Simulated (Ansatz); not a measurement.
Runs of Ansatz 0.2.0 on HfN. The structure is cubic, space group Fm-3m (No. 225). The conventional cell has a = 4.512 Å, b = 4.512 Å, c = 4.512 Å, α = 90.00°, β = 90.00°, γ = 90.00°. Hf (site symmetry m-3m) is surrounded by 6 N at 2.26 Å. Around N (site symmetry m-3m) lie 6 Hf at 2.26 Å. 

```csv
task,level,spin,cell,k mesh,points for each segment of the path,gap on the mesh (eV),pressure (GPa),relaxed volume (Å³/atom)
single point,HSE06,"SOC, no magnetisation",as given,4 × 4 × 4,-,none,(a),-
relaxation of cell and atoms,HSEsol,off,relaxed,5 × 5 × 5,-,none,0.0,11.32
single point,PBE0,"SOC, no magnetisation",as given,4 × 4 × 4,-,none,1.7,-
relaxation of cell and atoms,HSE06,off,relaxed,5 × 5 × 5,-,none,0.0,11.55
band structure,HSEsol,off,as given,5 × 5 × 5,4,none,(b),-
```

Alike in all rows: potentials or basis Ansatz PAW; cutoff (eV) 420; smearing fermi-dirac 0.05 eV; the mesh is coarse, so values aren't converged.

**Question.** Fill in the values left out.

**Answer.** (a) 1.6; (b) -4.0.

Caveats: all runs use coarse meshes; the PAW data sets come from PBE, with cores solved anew for the run's functional, which leaves a small shift of forces and pressure; the thresholds are loose for stress (some runs); the plane-wave basis is chosen anew once the cell has moved, so the energies of steps on either side of that aren't comparable (some runs); spin-orbit coupling is left out, which moves the levels of the heavy elements (some runs).

A k mesh can miss the band edges, and rows without SOC leave out spin-orbit coupling on Hf.

A gap of «none» marks a metal or a gap under the smearing width.
